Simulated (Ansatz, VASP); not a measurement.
## ZnS: VASP beside Ansatz

INCAR

```
  PREC = Accurate
  ENCUT = 520
  EDIFF = 1E-6
  ISMEAR = -1
  SIGMA = 0.1
  LREAL = F
  LASPH = T
  NELM = 80
  ALGO = Normal
  ISIF = 2
  LWAVE = F
  LCHARG = F
  GGA = PE
  NBANDS = 16
```

The input KPOINTS:

```
regular mesh
0
Gamma
  15 15 15
```

File POSCAR:

```
ZnS
1.0
    0.0000000000      2.4267039632      2.4267039632
    2.4267039632      0.0000000000      2.4267039632
    2.4267039632      2.4267039632      0.0000000000
Zn S
1 1
Direct
    0.0000000000      0.0000000000      0.0000000000
    0.5000000000      0.5000000000      0.5000000000
```

Input for Ansatz:

```yaml
crystal:
  lattice:
    - [0.0, 2.4267039632, 2.4267039632]
    - [2.4267039632, 0.0, 2.4267039632]
    - [2.4267039632, 2.4267039632, 0.0]
  atoms:
    - { symbol: Zn, position: [0.0, 0.0, 0.0] }
    - { symbol: S, position: [0.5, 0.5, 0.5] }
kpoints:
  mp_grid: { grid: [15, 15, 15] }
scf:
  occupations: { method: fermi_dirac, width: 0.1 }
hamiltonian:
  xc: pbe
  pseudopotentials: { kind: paw }
output:
  forces: true
  stress: true
  eigenvalues: true
```

Change from the starting cell: volume scaled by 0.86, to set the pressure.

Alike in both runs: task single point; functional PBE; k mesh 15 × 15 × 15; occupations fermi-dirac, width 0.1 eV; no spin polarisation.

```csv
,VASP,Ansatz
version,VASP 6.6.1,Ansatz 0.2.0
potentials or method,"VASP PAW PBE potentials, release 64 (Zn, S)","PAW with Ansatz's default frozen-core files, scalar-relativistic"
plane-wave cutoff (eV),520,420
valence electrons in the cell,18,18
```

```tsv
	VASP	Ansatz	Ansatz less VASP
pressure (GPa)	18.5	18.2	-0.32
```

Caveats: so large a pressure means that the cell lies far from this level's equilibrium, or that cutoff or potentials fall short (VASP).
